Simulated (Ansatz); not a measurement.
The system is Ta2N.

```xyz
3
Lattice="3.1129 0.0000 0.0000 -1.5564 2.6958 0.0000 0.0000 0.0000 4.8698" Properties=species:S:1:pos:R:3 pbc="T T T"
Ta    0.0000    1.7972    1.2404
Ta    1.5564    0.8986    3.6294
N     0.0000    0.0000    0.0000
```

The cell comes from a database or a generator and needn't be the stable form of this composition.

| Item | Value |
| --- | --- |
| Program | Ansatz 0.2.0 |
| Task | relaxation of cell and atoms |
| Functional | PBE0 |
| Potentials or basis | Ansatz PAW |
| Cutoff | 420 eV (not typed: the program's choice for these potentials) |
| k mesh | 6 × 6 × 4 |
| Occupations | fermi-dirac, width 0.05 eV |
| Spin | no spin polarisation |

At the start: volume 13.62 Å³/atom.

Task: Where does the relaxation end?

Result: It ends after 6 steps and the volume is 13.32 Å³/atom (-2.2 %); space group P-3m1 (No. 164, to 0.05 Å).

Step by step:
| step | energy change (eV) | largest force (eV/Å) | volume (Å³) |
| --- | --- | --- | --- |
| 1 | 0.0000 | 0.6980 | 40.87 |
| 2 | -0.0215 | 0.2241 | 39.28 |
| 3 | -0.0284 | 0.3634 | 40.25 |
| 4 | -0.0348 | 0.0274 | 39.93 |
| 5 | -0.0350 | 0.0007 | 39.96 |
| 6 | -0.0338 | 0.0007 | 39.96 |

Final structure:
```
Ta N
1.0
     3.09070    0.00000    0.00000
    -1.54535    2.67663    0.00000
     0.00000    0.00000    4.83094
Ta N
2 1
Cartesian
  0.0000 1.7844 1.2135
  1.5454 0.8922 3.6175
  0.0000 0.0000 0.0000
```

Caveat: the k mesh is coarse (spacing up to 0.39 Å⁻¹), so the values aren't converged, least of all with exact exchange; the plane-wave basis is chosen anew once the cell has moved, so the energies of steps on either side of that aren't comparable; the PAW data sets come from PBE, with cores solved anew for the run's functional, which leaves a small shift of forces and pressure.
